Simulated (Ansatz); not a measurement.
# C62N (NV centre in diamond, charge 0, 64-site cell): the cost of one run

Computed with Ansatz 0.2.0 (DFT r2SCAN, scalar-relativistic, plane waves, PAW, and further levels as typed in the inputs, unless a step's input says otherwise).

### Step 1. The structure to begin with

The structure is trigonal, space group R3m (No. 160). The conventional cell has a = 10.097 Å, b = 10.097 Å, c = 12.367 Å, α = 90.00°, β = 90.00°, γ = 120.00°. Around N (site symmetry 3m) lie 3 C at 1.48 Å. C (site symmetry m) is surrounded by 3 C at 1.48 to 1.50 Å. Around C (site symmetry m) lie 4 C at 1.48 to 1.56 Å. C (site symmetry 1) has 4 C at 1.50 to 1.58 Å as nearest neighbours. C (site symmetry m) is surrounded by 1 N at 1.48 Å and 3 C at 1.53 to 1.56 Å. C (site symmetry m) is surrounded by 4 C at 1.54 to 1.55 Å. C (site symmetry 1) is surrounded by 4 C at 1.54 to 1.56 Å. Only part of the 19 independent sites is listed.

Coordinates:

```cif
data_structure
_symmetry_space_group_name_H-M 'R3m:H'
_symmetry_Int_Tables_number 160
_cell_length_a 10.0975
_cell_length_b 10.0975
_cell_length_c 12.3668
_cell_angle_alpha 90.000
_cell_angle_beta 90.000
_cell_angle_gamma 120.000
_cell_volume 1091.98
loop_
_atom_site_label
_atom_site_type_symbol
_atom_site_symmetry_multiplicity
_atom_site_Wyckoff_symbol
_atom_site_fract_x
_atom_site_fract_y
_atom_site_fract_z
_atom_site_occupancy
N1 N 3 a 0.00000 0.00000 0.63690 1
C1 C 9 b 0.17905 0.08953 0.45312 1
C2 C 9 b 0.16657 0.08329 0.33369 1
C3 C 18 c 0.99998 0.75304 0.49979 1
C4 C 9 b 0.83735 0.91868 0.66893 1
C5 C 9 b 0.66767 0.83383 0.45818 1
C6 C 9 b 0.83313 0.91657 0.29164 1
C7 C 18 c 0.99902 0.75194 0.62485 1
C8 C 9 b 0.33328 0.16664 0.66664 1
C9 C 9 b 0.83298 0.66595 0.29045 1
C10 C 18 c 0.66622 0.58273 0.45793 1
C11 C 9 b 0.83276 0.91638 0.79295 1
C12 C 9 b 0.49990 0.24995 0.49994 1
C13 C 18 c 0.33252 0.91694 0.66647 1
C14 C 9 b 0.50085 0.75042 0.50066 1
C15 C 3 a 0.00000 0.00000 0.12476 1
C16 C 9 b 0.50075 0.75037 0.62499 1
C17 C 9 b 0.83330 0.66659 0.16683 1
C18 C 3 a 0.00000 0.00000 0.00004 1
```

### Step 2. R2scan at the ground geometry

It takes the final geometry of an earlier run.

Input file input.yaml:

```yaml
crystal:
  lattice:
    - [7.14, 0.0, 0.0]
    - [0.0, 7.14, 0.0]
    - [0.0, 0.0, 7.14]
  atoms:
    - { symbol: "N", position: [0.6368981854, 0.6368981854, 0.6368979065] }
    - { symbol: C, position: [0.6321697978, 0.3635942254, 0.3635943267], spin: 0.333333 }
    - { symbol: C, position: [0.3635942254, 0.6321697978, 0.3635943267], spin: 0.333333 }
    - { symbol: C, position: [0.3635943729, 0.3635943729, 0.6321695666], spin: 0.333334 }
    - { symbol: C, position: [0.5002675637, 0.2504057116, 0.2504057662] }
    - { symbol: C, position: [0.4997717511, 0.2528532219, 0.7467463142] }
    - { symbol: C, position: [0.4997718895, 0.7467463811, 0.2528532205] }
    - { symbol: C, position: [0.5062821939, 0.7502565798, 0.7502565978] }
    - { symbol: C, position: [0.2504057116, 0.5002675637, 0.2504057662] }
    - { symbol: C, position: [0.2528532219, 0.4997717511, 0.7467463142] }
    - { symbol: C, position: [0.7467463811, 0.4997718895, 0.2528532205] }
    - { symbol: C, position: [0.7502565798, 0.5062821939, 0.7502565978] }
    - { symbol: C, position: [0.2504056947, 0.2504056947, 0.5002676607] }
    - { symbol: C, position: [0.2528531622, 0.7467463651, 0.4997718704] }
    - { symbol: C, position: [0.7467463651, 0.2528531622, 0.4997718704] }
    - { symbol: C, position: [0.7502567266, 0.7502567266, 0.5062821522] }
    - { symbol: C, position: [0.125845121, 0.6243455404, 0.6243455929] }
    - { symbol: C, position: [0.6243455404, 0.125845121, 0.6243455929] }
    - { symbol: C, position: [0.6243455258, 0.6243455258, 0.1258451812] }
    - { symbol: C, position: [0.1247710131, 0.3750736281, 0.3750736929] }
    - { symbol: C, position: [0.623875005, 0.3777620139, 0.8729151716] }
    - { symbol: C, position: [0.6238750652, 0.8729152282, 0.3777620633] }
    - { symbol: C, position: [0.3750736281, 0.1247710131, 0.3750736929] }
    - { symbol: C, position: [0.3777620139, 0.623875005, 0.8729151716] }
    - { symbol: C, position: [0.8729152282, 0.6238750652, 0.3777620633] }
    - { symbol: C, position: [0.3750736694, 0.3750736694, 0.124771038] }
    - { symbol: C, position: [0.377762029, 0.8729151977, 0.6238750594] }
    - { symbol: C, position: [0.8729151977, 0.377762029, 0.6238750594] }
    - { symbol: C, position: [-8.23033e-05, 0.4999936964, 0.4999936804] }
    - { symbol: C, position: [0.4999936964, -8.23033e-05, 0.4999936804] }
    - { symbol: C, position: [0.499993674, 0.499993674, -8.22217e-05] }
    - { symbol: C, position: [0.1234287428, 0.1234287428, 0.6244960657] }
    - { symbol: C, position: [0.1234287517, 0.6244961387, 0.1234287716] }
    - { symbol: C, position: [0.6244961387, 0.1234287517, 0.1234287716] }
    - { symbol: C, position: [0.1241547501, 0.3744345989, 0.875200048] }
    - { symbol: C, position: [0.1241547351, 0.875200039, 0.3744345116] }
    - { symbol: C, position: [0.6257109528, 0.8765706623, 0.8765707121] }
    - { symbol: C, position: [0.3744345989, 0.1241547501, 0.875200048] }
    - { symbol: C, position: [0.875200039, 0.1241547351, 0.3744345116] }
    - { symbol: C, position: [0.8765706623, 0.6257109528, 0.8765707121] }
    - { symbol: C, position: [0.3744345587, 0.8752000085, 0.124154794] }
    - { symbol: C, position: [0.8752000085, 0.3744345587, 0.124154794] }
    - { symbol: C, position: [0.8765707216, 0.8765707216, 0.6257109322] }
    - { symbol: C, position: [-0.0001621302, 0.2499921834, 0.2499921888] }
    - { symbol: C, position: [-0.0010104348, 0.2508855119, 0.7495247223] }
    - { symbol: C, position: [-0.0010103717, 0.7495247075, 0.2508855049] }
    - { symbol: C, position: [0.0015088651, 0.7502362004, 0.7502362275] }
    - { symbol: C, position: [0.2499921834, -0.0001621302, 0.2499921888] }
    - { symbol: C, position: [0.2508855119, -0.0010104348, 0.7495247223] }
    - { symbol: C, position: [0.7495247075, -0.0010103717, 0.2508855049] }
    - { symbol: C, position: [0.7502362004, 0.0015088651, 0.7502362275] }
    - { symbol: C, position: [0.2499921691, 0.2499921691, -0.0001620789] }
    - { symbol: C, position: [0.2508855469, 0.7495246515, -0.0010104183] }
    - { symbol: C, position: [0.7495246515, 0.2508855469, -0.0010104183] }
    - { symbol: C, position: [0.7502362312, 0.7502362312, 0.0015088709] }
    - { symbol: C, position: [0.124758905, 0.124758905, 0.1247588764] }
    - { symbol: C, position: [0.1257380921, 0.8746145432, 0.8746145503] }
    - { symbol: C, position: [0.8746145432, 0.1257380921, 0.8746145503] }
    - { symbol: C, position: [0.8746145338, 0.8746145338, 0.1257380976] }
    - { symbol: C, position: [0.0001302984, 0.0001302984, 0.500242858] }
    - { symbol: C, position: [0.0001302848, 0.5002429495, 0.0001302516] }
    - { symbol: C, position: [0.5002429495, 0.0001302848, 0.0001302516] }
    - { symbol: C, position: [4.46759e-05, 4.46759e-05, 4.46533e-05] }
magnetization:
  spin_polarized: true
scf:
  occupations:
    method: explicit
    values: { up: [[1, 0.5, 0.5]], down: [[1, 0, 0]] }
  n_extra_bands: 6
output:
  forces: true
  stress: false
  eigenvalues: true
kpoints:
  mp_grid: { grid: [1, 1, 1] }
hamiltonian:
  xc: r2scan
```

Run with:

```bash
ansatz run input.yaml --threads 4 --pin off --max-ram 8192MiB --backend cpu --events-out ev --progress --plain --runs-dir out
```

What time and memory should one allow on 4 threads of Arm Neoverse N1, shared host?

About 31 s, with a peak of 1.3 GiB.
